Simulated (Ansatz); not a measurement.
Wanted: the native input for an Ansatz 0.2.0 run.

```yaml
Task: relaxation of cell and atoms
Functional: BLYP
Dispersion: D3(BJ)
Potentials_or_basis: Ansatz PAW
Cutoff: "420 eV (not typed: the program's choice for these potentials)"
k_mesh: 11 × 11 × 11
Occupations: fermi-dirac, width 0.05 eV
Spin: collinear spin, ferromagnetic start
Starting_moments: "[3.0, 0.0] μB"
```

Crystal: FeO (Wuestite).

```xyz
2
Lattice="0.0000 2.1554 2.1554 2.1554 0.0000 2.1554 2.1554 2.1554 0.0000" Properties=species:S:1:pos:R:3 pbc="T T T"
Fe    0.0000    0.0000    0.0000
O     2.1554    2.1554    2.1554
```

These files were run (other wordings do the same):

input.yaml

```yaml
crystal:
  lattice:
    - [0.0, 2.1554, 2.1554]
    - [2.1554, 0.0, 2.1554]
    - [2.1554, 2.1554, 0.0]
  atoms:
    - { symbol: Fe, position: [0.0, 0.0, 0.0], spin: 3.0 }
    - { symbol: O, position: [0.5, 0.5, 0.5] }
hamiltonian:
  xc: blyp
  pseudopotentials: { kind: paw }
  dispersion: d3bj
magnetization:
  spin_polarized: true
kpoints:
  mp_grid: { grid: [11, 11, 11] }
scf:
  occupations: { method: fermi_dirac, width: 0.05 }
output:
  forces: true
  stress: true
relax:
  f_tol: 0.01
  max_steps: 40
  cell: { stress_tol: 0.05 }
```

Potentials or basis: Ansatz PAW.

The run is started by

```sh
$ ansatz run input.yaml --threads 2 --pin off --max-ram 5632MiB --backend cpu --events-out ev --progress --plain --runs-dir out
```

Results of the run:

| Property | Result |
| --- | --- |
| Relaxed volume | 10.00 Å³/atom |
| Relaxed cell | a = 3.047 Å, b = 3.047 Å, c = 3.047 Å, α = 60.00°, β = 60.00°, γ = 60.00° |
| Space group after relaxing (to 0.05 Å) | Fm-3m (No. 225) |
| Energy gained by relaxing | -0.1 meV/atom |
| Ionic steps | 4 |
| Pressure after relaxing | 0.0 GPa |
| Net moment | 4.00 μB per cell |
| Absolute moment | 4.01 μB per cell |
| Site moments | Fe +3.44; O +0.34 μB |

Caveat: the plane-wave basis is chosen anew once the cell has moved, so the energies of steps on either side of that aren't comparable; the pressure holds a Pulay correction of +0.8 GPa for the finite cutoff; a cell with one magnetic atom can't hold antiferromagnetic order, which such compounds often take; the PAW data sets come from PBE, with cores solved anew for the run's functional, which leaves a small shift of forces and pressure.

Wall time 6 s on 2 threads of Arm Neoverse V1, with other jobs on the host, peak memory 0.32 GiB.
